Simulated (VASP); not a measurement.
# Se (Im-3m) in VASP: a series of runs

The runs below take Se through relaxation of cell and atoms, with PBEsol.

Everything below comes from runs of VASP 6.6.1. Logs are shortened: lines on timing, memory, paths and dates and some standing lists are left out, and cuts for length are marked.

### Step 1. The structure

It takes space group Im-3m (No. 229, cubic). Conventional cell: a = 2.870 Å, b = 2.870 Å, c = 2.870 Å, α = 90.00°, β = 90.00°, γ = 90.00°. Se (site symmetry m-3m) is surrounded by 8 Se at 2.49 Å.

This isn't the form of Se at room conditions, which is trigonal, of chains.

### Step 2. Relaxation of cell and atoms, PBEsol, non-collinear spin, zero start, spin-orbit coupling, target pressure 125 GPa, at which the enthalpy is minimised

Contents of INCAR:

```
  ALGO = Fast
  EDIFF = 1E-7
  EDIFFG = -0.002
  ENCUT = 520
  GGA = PS
  GGA_COMPAT = False
  IBRION = 2
  ISIF = 3
  ISMEAR = 0
  KPAR = 4
  LASPH = True
  LCHARG = False
  LNONCOLLINEAR = True
  LORBIT = 11
  LREAL = False
  LSORBIT = True
  LWAVE = False
  MAGMOM = 0 0 0
  NELM = 100
  NSW = 80
  PREC = Accurate
  PSTRESS = 1250.0
  SIGMA = 0.1
```

Contents of KPOINTS:

```
k-points
0
Gamma
  21 21 21
```

Contents of POSCAR:

```
Se                                      
1.0
    2.0294724027      1.1717371890      0.8284923308
   -2.0294724027      1.1717371890      0.8284923308
    0.0000000000     -2.3434743780      0.8284923308
  Se            
     1
Direct
     0.0000000000000000    0.0000000000000000    0.0000000000000000
```

Potentials or basis: VASP PAW PBE potentials, release 64 (Se).

On the command line:

```
$ cat potpaw_PBE.64/Se/POTCAR > POTCAR
$ mpirun -np 4 vasp_ncl > vasp.out
```

OUTCAR:

```text
EDIFF = 1E-7
   EDIFFG = -0.002
   ENCUT = 520
   GGA = PS
   IBRION = 2
   ISIF = 3
   ISMEAR = 0
   LASPH = True
   LNONCOLLINEAR = True
   LORBIT = 11
   LREAL = False
   LSORBIT = True
   NELM = 100
   NSW = 80
   PREC = Accurate
   PSTRESS = 1250.0

 ion  position               nearest neighbor table
   1  0.000  0.000  0.000-

  Warning from LATTYP: Got some problem with cell dimensions!
  Tried to take original basis but could not verify dimensions!
  LATTYP: Found a base centered monoclinic cell.
 ALAT       =     2.8700993588
 B/A-ratio  =     1.4142175228
 C/A-ratio  =     0.8659898776
 COS(beta)  =    -0.5773265851

  Lattice vectors:

 A1 = (  -2.0294724027,  -1.1717371890,  -0.8284923308)
 A2 = (   2.0294724027,  -1.1717371890,  -0.8284923308)
 A3 = (   0.0000000000,   0.0000000000,   2.4854769924)

Analysis of symmetry for initial positions (statically):
=====================================================================
 Subroutine PRICEL returns:
 Original cell was already a primitive cell.

 Routine SETGRP: Setting up the symmetry group for a
 base centered monoclinic supercell.

 Subroutine GETGRP returns: Found  4 space group operations
 (whereof  4 operations were pure point group operations)
 out of a pool of  4 trial point group operations.

The static configuration has the point symmetry C_2h.

Analysis of symmetry for dynamics (positions and initial velocities):
=====================================================================
 Subroutine PRICEL returns:
 Original cell was already a primitive cell.

 Routine SETGRP: Setting up the symmetry group for a
 base centered monoclinic supercell.

 Subroutine GETGRP returns: Found  4 space group operations
 (whereof  4 operations were pure point group operations)
 out of a pool of  4 trial point group operations.

The dynamic configuration has the point symmetry C_2h.

Analysis of structural, dynamic, and magnetic symmetry:
=====================================================================
 Subroutine PRICEL returns:
 Original cell was already a primitive cell.

 Routine SETGRP: Setting up the symmetry group for a
 base centered monoclinic supercell.

 Subroutine GETGRP returns: Found  4 space group operations
 (whereof  4 operations were pure point group operations)
 out of a pool of  4 trial point group operations.

The overall configuration has the point symmetry C_2h.

 Subroutine INISYM returns: Found  4 space group operations
 (whereof  4 operations are pure point group operations),
 and found     1 'primitive' translations

----------------------------------------------------------------------------------------

                                     Primitive cell

  volume of cell :      11.8210

  direct lattice vectors                    reciprocal lattice vectors
     2.029472403  1.171737189  0.828492331     0.246369450  0.142238949  0.402337259
    -2.029472403  1.171737189  0.828492331    -0.246369450  0.142238949  0.402337259
     0.000000000 -2.343474378  0.828492331     0.000000000 -0.284477899  0.402337259

  length of vectors
     2.485583597  2.485583597  2.485612943     0.492752569  0.492752569  0.492750388

  position of ions in fractional coordinates (direct lattice)
     0.000000000  0.000000000  0.000000000

  ion indices of the primitive-cell ions
   primitive index   ion index
                 1           1

----------------------------------------------------------------------------------------

 KPOINTS: k-points

Automatic generation of k-mesh.
 Grid dimensions read from file:
 generate k-points for:   21   21   21

 Generating k-lattice:

  Cartesian coordinates                     Fractional coordinates (reciprocal lattice)
     0.011731879  0.006773283  0.019158917     0.047619048  0.000000000  0.000000000
    -0.011731879  0.006773283  0.019158917     0.000000000  0.047619048  0.000000000
     0.000000000 -0.013546567  0.019158917     0.000000000  0.000000000  0.047619048

  Length of vectors
     0.023464408  0.023464408  0.023464304

  Shift w.r.t. Gamma in fractional coordinates (k-lattice)
[... 53 lines left out ...]
   LREAL  =      F    real-space projection
   EDIFFG = -.2E-02   stopping-criterion for IOM
   NSW    =     80    number of steps for IOM
   IBRION =      2    ionic relax: 0-MD 1-quasi-New 2-CG
   NFREE  =      1    steps in history (QN), initial steepest desc. (CG)
   ISIF   =      3    stress and relaxation
   ISYM   =      2    0-nonsym 1-usesym 2-fastsym
   POTIM  = 0.5000    time-step for ionic-motion
   TEBEG  =    0.0;   TEEND  =   0.0 temperature during run
   PSTRESS= 1250.0 pullay stress
   NELECT =       6.0000    total number of electrons
   NUPDOWN=      -1.0000    fix difference up-down
   EMIN   =  10.00;   EMAX   =-10.00  energy-range for DOS
   EFERMI =   0.00;   METHOD = LEGACY
   ISMEAR =     0;   SIGMA  =   0.10  broadening in eV -4-tet -1-fermi 0-gaus
   EFERMI_NEDOS =   21; number of points for ismear=-14 and -15
   IALGO  =     68    algorithm
   IMIX   =      4    mixing-type and parameters
     AMIX     =   0.40;   BMIX     =  1.00
     AMIX_MAG =   1.60;   BMIX_MAG =  1.00
  volume/ion in A,a.u.               =      11.82        79.77
  Fermi-wavevector in a.u.,A,eV,Ry     =   1.305893  2.467780 23.202779  1.705356
  Thomas-Fermi vector in A             =   2.436731
   LORBIT       =     11    0 simple, 1 ext, 2 COOP (PROOUT), +10 PAW based schemes
   GGA     = PS    functional components
   LHFCALC =     F    Hartree Fock is set to
   AEXX    =    0.0000 exact exchange contribution
   IVDW    =     0    specifies the selected vdW correction
   LEPSILON=     F    determine dielectric tensor
   LRPA    =     F    only Hartree local field effects (RPA)
 conjugate gradient relaxation of ions
 RMM-DIIS sequential band-by-band and
 Gauss-broadening in eV      SIGMA  =   0.10
  energy-cutoff  :      520.00
  volume of cell :       11.82
 maximum number of plane-waves:       662
   NGX =  9   NGY =  9   NGZ =  9

 number of electron       5.9999998 magnetization       0.0000000      0.0000000      0.0000000

 number of electron       5.9999998 magnetization       0.0000001      0.0000000     -0.0000000

 number of electron       5.9999998 magnetization      -0.0000000     -0.0000000      0.0000000

 Free energy of the ion-electron system (eV)
  ---------------------------------------------------
  ext. energy  EPLUGINS =         0.00000000
  ---------------------------------------------------
  free energy    TOTEN  =        -1.54566407 eV

  energy without entropy =       -1.54403625  energy(sigma->0) =       -1.54485016

 E-fermi :  13.9625     XC(G=0): -13.2976

 val. band max:       13.9290132047   @ k =  -0.2381   0.0476   0.0476
 cond. band min:      13.9949834657   @ k =   0.4762   0.2857   0.0476
 fundamental gap:      0.0659702610
 Fermi energy:        13.9625414088

 k-point     1 :       0.0000    0.0000    0.0000
  band No.  band energies     occupation
      1      -9.0160      1.00000
      2      -9.0160      1.00000
      3      20.2671      0.00000
      4      20.2671      0.00000
      5      21.1237      0.00000
      6      21.1237      0.00000
      7      21.1247      0.00000
      8      21.1247      0.00000
      9      27.7405      0.00000
     10      27.7405      0.00000
     11      27.7411      0.00000
     12      27.7411      0.00000
     13      27.8176      0.00000
     14      27.8176      0.00000
[... 377 lines left out ...]
      1      -4.4221      1.00000
      2      -4.4221      1.00000
      3       6.1489      1.00000
      4       6.1489      1.00000
      5      14.6703      0.00000
      6      14.6703      0.00000
      7      17.6942      0.00000
      8      17.6942      0.00000
      9      22.3654      0.00000
     10      22.3654      0.00000
     11      23.1594      0.00000
     12      23.1594      0.00000
     13      31.5162      0.00000
     14      31.5162      0.00000

 [... further k-points ...]

------------------------ aborting loop because EDIFF is reached ----------------------------------------

  FORCE on cell =-STRESS in cart. coord.  units (eV):
  Direction    XX          YY          ZZ          XY          YZ          ZX
  --------------------------------------------------------------------------------------
  -------------------------------------------------------------------------------------
  Total        9.2225797      9.2223934      9.2228325      0.0000000     -0.0000494      0.0000000
  in kB     1249.9996512   1249.9744009   1250.0339120      0.0000000     -0.0066969      0.0000000
  external PRESSURE =       0.0026547 kB  Pullay stress =    1250.0000000 kB

 VOLUME and BASIS-vectors are now :
 -----------------------------------------------------------------------------
  energy-cutoff  :      520.00
  volume of cell :       11.82
      direct lattice vectors                 reciprocal lattice vectors
     2.029472403  1.171737189  0.828492331     0.246369450  0.142238949  0.402337259
    -2.029472403  1.171737189  0.828492331    -0.246369450  0.142238949  0.402337259
     0.000000000 -2.343474378  0.828492331     0.000000000 -0.284477899  0.402337259

 POSITION                                       TOTAL-FORCE (eV/Angst)
 -----------------------------------------------------------------------------------
      0.00000      0.00000      0.00000         0.000000      0.000000     -0.000000
 -----------------------------------------------------------------------------------
    total drift:                               -0.000000      0.000000      0.000000

  FREE ENERGIE OF THE ION-ELECTRON SYSTEM (eV)
  ---------------------------------------------------
  free  energy   TOTEN  =        -1.5456640666 eV

  energy  without entropy=       -1.5440362533  energy(sigma->0) =       -1.54485016

  enthalpy is  TOTEN    =         7.6769181932 eV   P V=        9.2225822598

 reached required accuracy - stopping structural energy minimisation

 Spin-Orbit-Coupling matrix elements

 Ion:    1  E_soc:     -0.0422674
 l=   1
     0.0000000    -0.0070003    -0.0070008
    -0.0070003     0.0000000    -0.0070001
    -0.0070008    -0.0070001     0.0000000
 l=   2
     0.0000000    -0.0000077     0.0000000    -0.0000077    -0.0000383
    -0.0000077     0.0000000    -0.0000287    -0.0000059    -0.0000077
     0.0000000    -0.0000287     0.0000000    -0.0000287     0.0000000
    -0.0000077    -0.0000059    -0.0000287     0.0000000    -0.0000077
    -0.0000383    -0.0000077     0.0000000    -0.0000077     0.0000000
 l=   3
     0.0000000     0.0000000     0.0000000     0.0000000     0.0000000     0.0000000     0.0000000
     0.0000000     0.0000000     0.0000000     0.0000000     0.0000000     0.0000000     0.0000000
     0.0000000     0.0000000     0.0000000     0.0000000     0.0000000     0.0000000     0.0000000
     0.0000000     0.0000000     0.0000000     0.0000000     0.0000000     0.0000000     0.0000000
     0.0000000     0.0000000     0.0000000     0.0000000     0.0000000     0.0000000     0.0000000
     0.0000000     0.0000000     0.0000000     0.0000000     0.0000000     0.0000000     0.0000000
     0.0000000     0.0000000     0.0000000     0.0000000     0.0000000     0.0000000     0.0000000

 total charge

# of ion       s       p       d       tot
------------------------------------------
    1        1.562   2.295   0.245   4.102

 magnetization (x)

# of ion       s       p       d       tot
------------------------------------------
    1       -0.000   0.000  -0.000  -0.000

 magnetization (y)

# of ion       s       p       d       tot
------------------------------------------
    1        0.000   0.000   0.000   0.000

 magnetization (z)

# of ion       s       p       d       tot
------------------------------------------
    1        0.000   0.000   0.000   0.000
```

Wall time 2.2 min (4 MPI ranks of Intel Xeon Platinum 8488C (Sapphire Rapids), shared host); peak memory 0.6 GiB.

Results:

```
Free energy                                           : -1.5457 eV
Pressure after relaxing                               : 125.0 GPa
Net moment                                            : 0.00 μB per cell
Valence electrons inside the program's atomic spheres : Se 4.10
```

Final structure:
```yaml
crystal:
  lattice:
    - [2.02947, 1.17174, 0.82849]
    - [-2.02947, 1.17174, 0.82849]
    - [0.00000, -2.34347, 0.82849]
  atoms:
    - { symbol: Se, position: [0.00000, 0.00000, 0.00000] }
```

Moments on the atoms (μB; x, y, z):
```
Se  0.00 0.00 0.00
```

Caveat: the relaxation stopped at its first step, so nothing moved; the cell is relaxed towards a set pressure, so the enthalpy falls and the energy may rise; the PAW data sets were made with another functional, which shifts forces and pressure a little.

### Step 3. Relaxation of cell and atoms, PBEsol, non-collinear spin, zero start, spin-orbit coupling, target pressure 75 GPa, at which the enthalpy is minimised

Edit INCAR of step 2 so:

```diff
@@ -21,3 +21,3 @@
   PREC = Accurate
-  PSTRESS = 1250.0
+  PSTRESS = 750.0
   SIGMA = 0.1
```

KPOINTS is that of step 2.

POSCAR is that of step 2.

Potentials or basis: VASP PAW PBE potentials, release 64 (Se).

On the command line:

```
$ cat potpaw_PBE.64/Se/POTCAR > POTCAR
$ mpirun -np 4 vasp_ncl > vasp.out
```

It took 11 min on 4 MPI ranks of Intel Xeon Platinum 8488C (Sapphire Rapids), shared host; peak memory 0.63 GiB.

Results (log left out):

```
Free energy                                            : -2.4076 eV
Relaxed volume                                         : 13.23 Å³/atom
Relaxed cell                                           : a = 2.581 Å, b = 2.581 Å, c = 2.581 Å, α = 109.47°, β = 109.47°, γ = 109.47°
Space group after relaxing (to 0.05 Å)                 : Im-3m (No. 229)
Energy change on relaxing (the enthalpy is what falls) : -861.9 meV/atom
Ionic steps                                            : 15
Pressure after relaxing                                : 75.0 GPa
Net moment                                             : 0.00 μB per cell
Valence electrons inside the program's atomic spheres  : Se 3.95
```

Step by step:
```
step  energy change (eV)  largest force (eV/Å)  pressure (GPa)  volume (Å³)
   1              0.0000                0.0000          125.00        11.82
   2             -1.8726                0.0000           -0.12        19.32
   3             -0.9835                0.0000           67.86        13.50
   4             -0.8748                0.0000           74.25        13.26
   5             -0.8609                0.0000           75.06        13.23
   6             -0.8609                0.0000           75.06        13.23
   7             -0.8609                0.0000           75.06        13.23
   8             -0.8609                0.0000           75.06        13.23
   9             -0.8609                0.0000           75.06        13.23
  10             -0.8610                0.0000           75.06        13.23
  11             -0.8610                0.0000           75.06        13.23
  12             -0.8610                0.0000           75.06        13.23
  13             -0.8612                0.0000           75.05        13.23
  14             -0.8614                0.0000           75.04        13.23
  15             -0.8619                0.0000           75.02        13.23
```

Final structure:
```
Se
1.0
     2.10721    1.21661    0.86019
    -2.10721    1.21661    0.86019
     0.00000   -2.43325    0.86022
Se
1
Direct
  0.00000 0.00000 0.00000
```

Moments on the atoms (μB; x, y, z):
```
Se  0.00 0.00 0.00
```

Caveat: the cell is relaxed towards a set pressure, so the enthalpy falls and the energy may rise; the PAW data sets were made with another functional, which shifts forces and pressure a little.

### Step 4. Relaxation of cell and atoms, PBEsol, non-collinear spin, zero start, spin-orbit coupling, target pressure 75 GPa, at which the enthalpy is minimised

This run uses another cell than the first one, of 13.23 Å³/atom, 1.119 times its volume.

INCAR is that of step 3.

KPOINTS is that of step 3.

Contents of POSCAR:

```
Se                                      
1.0
    2.1072084386      1.2166126114      0.8601858272
   -2.1072084386      1.2166126114      0.8601858272
    0.0000000000     -2.4332462587      0.8602155710
  Se            
     1
Direct
     0.0000000000000000    0.0000000000000000    0.0000000000000000
```

On the command line:

```
$ cat potpaw_PBE.64/Se/POTCAR > POTCAR
$ mpirun -np 4 vasp_ncl > vasp.out
```

Run time: 2.5 min. Hardware: 4 MPI ranks of Intel Xeon Platinum 8488C (Sapphire Rapids), shared host; peak memory 0.67 GiB.

Results (log left out):

```
Free energy                                           : -2.4078 eV
Pressure after relaxing                               : 75.0 GPa
Net moment                                            : 0.00 μB per cell
Valence electrons inside the program's atomic spheres : Se 3.95
```

Final structure:
```yaml
crystal:
  lattice:
    - [2.10721, 1.21661, 0.86019]
    - [-2.10721, 1.21661, 0.86019]
    - [0.00000, -2.43325, 0.86022]
  atoms:
    - { symbol: Se, position: [0.00000, 0.00000, 0.00000] }
```

Moments on the atoms (μB; x, y, z):
```
Se  0.00 0.00 0.00
```

Caveat: the relaxation stopped at its first step, so nothing moved; the cell is relaxed towards a set pressure, so the enthalpy falls and the energy may rise; the PAW data sets were made with another functional, which shifts forces and pressure a little.

(Part 1 of 2 ends here.)
